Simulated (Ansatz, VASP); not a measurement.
## Ti: VASP beside Ansatz

```
CELL_PARAMETERS angstrom
0.00000 2.12661 2.12661
2.12661 0.00000 2.12661
2.12661 2.12661 0.00000
ATOMIC_POSITIONS crystal
Ti 0.00000 0.00000 0.00000
```

Alike in both runs: task single point; functional revPBE; k mesh 15 × 15 × 15; occupations fermi-dirac, width 0.1 eV; no spin polarisation.

|  | VASP | Ansatz |
| --- | --- | --- |
| version | VASP 6.6.1 | Ansatz 0.2.0 |
| potentials or method | VASP PAW PBE potentials, release 64 (Ti_sv) | plane waves (420 eV) with PAW, scalar-relativistic |
| plane-wave cutoff (eV) | 520 | 420 |
| valence electrons in the cell | 12 | 12 |

```csv
,VASP,Ansatz,Ansatz less VASP
pressure (GPa),-7.0,-6.8,+0.16
```

Caveats: the PAW data sets were made with another functional, which shifts forces and pressure a little (VASP).
